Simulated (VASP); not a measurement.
VASP 6.6.1 run: LiCl

INCAR

```
ISIF = 2
ALGO = Normal
ENCUT = 600
LCHARG = .FALSE.
LASPH = .TRUE.
LWAVE = .FALSE.
PREC = Accurate
NSW = 0
NELM = 120
SIGMA = 0.01
LREAL = .FALSE.
METAGGA = R2SCAN
ISMEAR = 0
IBRION = -1
NBANDS = 12
EDIFF = 1E-7
```

KPOINTS

```
KPOINTS created by Atomic Simulation Environment
0
Gamma
8 8 8
0 0 0
```

POSCAR

```
Li Cl
 1.0000000000000000
     0.0000000000000000    2.6048452877999999    2.6048452877999999
     2.6048452877999999    0.0000000000000000    2.6048452877999999
     2.6048452877999999    2.6048452877999999    0.0000000000000000
 Li  Cl
   1   1
Cartesian
  0.0000000000000000  0.0000000000000000  0.0000000000000000
  2.6048452877999999  2.6048452877999999  2.6048452877999999
```

The recommended PBE PAW datasets give the neutral cell 10 valence electrons.

Command

```
mpirun -np 1 vasp_std
```

OSZICAR

```
N       E                     dE             d eps       ncg     rms          rms(c)
DAV:   1     0.364215419441E+02    0.36422E+02   -0.44189E+03   696   0.866E+02
DAV:   2    -0.120240561706E+02   -0.48446E+02   -0.46664E+02   892   0.150E+02
DAV:   3    -0.145080588199E+02   -0.24840E+01   -0.24768E+01   960   0.353E+01
DAV:   4    -0.145573540899E+02   -0.49295E-01   -0.49272E-01   956   0.506E+00
DAV:   5    -0.145580416072E+02   -0.68752E-03   -0.68747E-03   960   0.524E-01    0.251E+00
DAV:   6    -0.125737099686E+02    0.19843E+01   -0.45795E-01   876   0.509E+00    0.236E+00
DAV:   7    -0.125751587389E+02   -0.14488E-02   -0.15771E-01   820   0.227E+00    0.816E-01
DAV:   8    -0.125752352062E+02   -0.76467E-04   -0.36911E-02   880   0.984E-01    0.671E-01
DAV:   9    -0.125727897420E+02    0.24455E-02   -0.84547E-03   728   0.665E-01    0.771E-02
DAV:  10    -0.125728705881E+02   -0.80846E-04   -0.47773E-04   944   0.184E-01    0.300E-02
DAV:  11    -0.125729167087E+02   -0.46121E-04   -0.76846E-05   888   0.568E-02    0.127E-02
DAV:  12    -0.125730047525E+02   -0.88044E-04   -0.10756E-05   792   0.380E-02    0.187E-02
DAV:  13    -0.125729742984E+02    0.30454E-04   -0.10549E-06   844   0.105E-02    0.240E-03
DAV:  14    -0.125729881038E+02   -0.13805E-04   -0.31974E-07   800   0.695E-03    0.335E-04
DAV:  15    -0.125729875892E+02    0.51461E-06   -0.57332E-09   748   0.733E-04    0.209E-04
DAV:  16    -0.125729892375E+02   -0.16484E-05   -0.44996E-09   492   0.760E-04    0.710E-05
DAV:  17    -0.125729890619E+02    0.17558E-06   -0.56328E-10   408   0.188E-04    0.269E-05
DAV:  18    -0.125729890679E+02   -0.59522E-08   -0.10716E-10   408   0.638E-05
   1 F= -.12572989E+02 E0= -.12572989E+02  d E =-.618825E-19
```

From OUTCAR

```
k-points           NKPTS =     29   k-points in BZ     NKDIM =     29   number of bands    NBANDS=     12

   NELECT =      10.0000    total number of electrons

   dimension x,y,z NGX =    30 NGY =   30 NGZ =   30
   dimension x,y,z NGXF=    60 NGYF=   60 NGZF=   60

  energy-cutoff  :      600.00
  volume of cell :       35.35
      direct lattice vectors                 reciprocal lattice vectors
     0.000000000  2.604845288  2.604845288    -0.191949980  0.191949980  0.191949980
     2.604845288  0.000000000  2.604845288     0.191949980 -0.191949980  0.191949980
     2.604845288  2.604845288  0.000000000     0.191949980  0.191949980 -0.191949980

 k-points in reciprocal lattice and weights: KPOINTS created by Atomic Simulation Env
   0.00000000  0.00000000  0.00000000       0.002
   0.12500000  0.00000000  0.00000000       0.016
   0.25000000  0.00000000  0.00000000       0.016
   0.37500000  0.00000000  0.00000000       0.016
   0.50000000  0.00000000  0.00000000       0.008
   0.12500000  0.12500000  0.00000000       0.012
   0.25000000  0.12500000  0.00000000       0.047
   0.37500000  0.12500000  0.00000000       0.047
   ...

 E-fermi :  -0.0941

 k-point     1 :       0.0000    0.0000    0.0000
  band No.  band energies     occupation
      1     -45.0457      2.00000
      2     -13.9748      2.00000
      3      -0.1523      2.00000
      4      -0.1523      2.00000
      5      -0.1523      2.00000
      6       6.8652      0.00000
      7      12.4697      0.00000
      8      12.4697      0.00000
      9      12.4697      0.00000
     10      15.1040      0.00000
     11      15.1040      0.00000
     12      15.3999      0.00000

 k-point     2 :       0.1250    0.0000    0.0000
  band No.  band energies     occupation
      1     -45.0452      2.00000
      2     -13.9047      2.00000
      3      -0.6383      2.00000
      4      -0.1924      2.00000
      5      -0.1924      2.00000
      6       7.3127      0.00000
      7      11.7077      0.00000
      8      12.4153      0.00000
      9      12.4154      0.00000
     10      13.7050      0.00000
     11      13.7050      0.00000
     12      15.8258      0.00000

 k-point     3 :       0.2500    0.0000    0.0000
  band No.  band energies     occupation
      1     -45.0443      2.00000
      2     -13.7272      2.00000
      3      -1.6314      2.00000
      4      -0.2845      2.00000
      5      -0.2845      2.00000
      6       7.7601      0.00000
      7      11.3217      0.00000
      8      11.3218      0.00000
      9      11.5176      0.00000
     10      14.5027      0.00000
     11      14.5027      0.00000
     12      16.3604      0.00000

 k-point     4 :       0.3750    0.0000    0.0000
  band No.  band energies     occupation
      1     -45.0435      2.00000
      2     -13.5362      2.00000
      3      -2.4802      2.00000
      4      -0.3707      2.00000
      5      -0.3707      2.00000
      6       7.5071      0.00000
      7      10.4389      0.00000
      8      10.4390      0.00000
      9      12.7201      0.00000
     10      16.2702      0.00000
     11      16.2702      0.00000
     12      16.9936      0.00000

 ...

  Total       -0.4913706     -0.4913706     -0.4913706      0.0000000     -0.0000000      0.0000000
  in kB      -22.2712161    -22.2712161    -22.2712161      0.0000000     -0.0000000      0.0000000
  external PRESSURE =     -22.2712161 kB  Pullay stress =       0.0000000 kB

 POSITION                                       TOTAL-FORCE (eV/Angst)
 -----------------------------------------------------------------------------------
      0.00000      0.00000      0.00000         0.000000     -0.000000      0.000000
      2.60485      2.60485      2.60485        -0.000000      0.000000     -0.000000
 -----------------------------------------------------------------------------------
    total drift:                               -0.000000     -0.000000      0.000000

  FREE ENERGIE OF THE ION-ELECTRON SYSTEM (eV)
  ---------------------------------------------------
  free  energy   TOTEN  =       -12.5729890679 eV

  energy  without entropy=      -12.5729890679  energy(sigma->0) =      -12.57298907
```

It converged. Results: gap between bands v and c on the k mesh 7.02 eV; least direct gap on the k mesh 7.02 eV; pressure -2.2 GPa. Band v is the last that the valence electrons fill when counted band by band, and c is the next.

For comparison, a separate r²SCAN run of the intended cell, on usual settings and not on those above, gives a gap of 7.02 eV on its mesh and a pressure of -2.3 GPa.

The run above took about 89 s on one core of a shared host (Intel Xeon Platinum 8488C) and held 0.17 GiB at most.
